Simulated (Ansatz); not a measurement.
The following input was run with Ansatz 0.2.0.

```yaml
crystal:
  lattice:
    - [0.0, 2.1969544035, 2.1969544035]
    - [2.1969544035, 0.0, 2.1969544035]
    - [2.1969544035, 2.1969544035, 0.0]
  atoms:
    - { symbol: Zr, position: [0.5, 0.5, 0.5] }
    - { symbol: "N", position: [0.0, 0.0, 0.0] }
basis:
  ecutwfc: 420
kpoints:
  mp_grid: { grid: [16, 16, 16] }
hamiltonian:
  xc: pbe
scf:
  occupations: { method: gaussian, width: 0.1 }
output:
  forces: true
  stress: true
  eigenvalues: true
  populations: true
```

Command:
```bash
ansatz run input.yaml --threads 1 --pin off --max-ram 1331MiB --backend cpu --events-out ev --progress --plain --runs-dir out
```

The calculation used Ansatz, DFT PBE, scalar-relativistic, plane waves, PAW.

Abridged output (final results; tables in files aren't shown):

```
SCF 1 converged in 6 iterations: F = -4570.936986 eV  dr2 = 3.18e-9
SCF converged after 6 iterations
Free energy (F): -4570.936986 eV
Harris-Foulkes:  -4570.936986 eV  (|F-HF|=1.88e-9)
Internal energy: -4570.933447 eV  (E = F + TS)
E sigma→0 (E₀):  -4570.935216 eV
Entropy (-TS):   -0.003539 eV (-1.770 meV/atom)
Fermi energy:    20.187745 eV
--- Per-component energies (eV) ---
  E_band       = 16.230501
  E_kinetic    = 477.936852
  E_local      = -548.921086  (includes V_loc(G=0)·N_el)
  E_nonlocal   = 123.692575
  E_hartree    = 168.714307
  E_xc         = -227.243857
  E_vxc        = -274.752334  (∫ρ·V_xc dr)
  E_paw        = -3081.187880  (= ΣΔE_a)
  E_vpaw       = -99.153133  (= ΣTr[D̂ρ^β])
  E_aug_tail   = 0.000125  (compensation charges beyond the density's cutoff)
  E_ewald      = -1483.924483
  E_smearing   = -0.003539  (= −TS)
--- Forces (eV/Å), atoms counted from 1 ---
  atom   1  Zr     0.00000000     0.00000000     0.00000000
  atom   2  N      0.00000000     0.00000000     0.00000000
--- Stress (GPa, compression-positive) ---
       44.571427       0.000000       0.000000
        0.000000      44.571427       0.000000
        0.000000       0.000000      44.571427
  P = ⅓ Tr σ = 44.5714 GPa (445.714 kbar)
--- Band table (eV; the first three rows and the last of 145) ---
  k-point 0: bands = ["-29.0735", "-6.5269", "-6.5269", "-6.5269", "3.3942", "17.3634", "17.3634", "17.3634", "19.7243", "19.7243", "19.7243", "22.0741", "22.0741"]
  k-point 1: bands = ["-29.0642", "-6.6088", "-6.5321", "-6.5321", "3.5045", "16.9930", "17.0841", "17.0841", "19.8666", "19.8666", "19.8698", "22.4253", "22.4253"]
  k-point 2: bands = ["-29.0378", "-6.8343", "-6.5466", "-6.5466", "3.8137", "16.1486", "16.4582", "16.4582", "20.1529", "20.2323", "20.2323", "23.3162", "23.3162"]
  k-point 144: bands = ["-28.7431", "-7.5251", "-7.5251", "-7.1979", "4.6286", "14.2525", "15.3619", "15.3619", "21.3739", "21.3739", "25.6702", "26.0296", "27.2980"]
--- Löwdin populations: 2 sites ---
  site symbol q [e]
     0     Zr     11.3013
     1      N      5.6385
  spilling = 0.003538 (of n_electrons = 17.000000)
```

Self-consistency was reached.

Spin polarisation was left out, and a magnetic state may lie lower.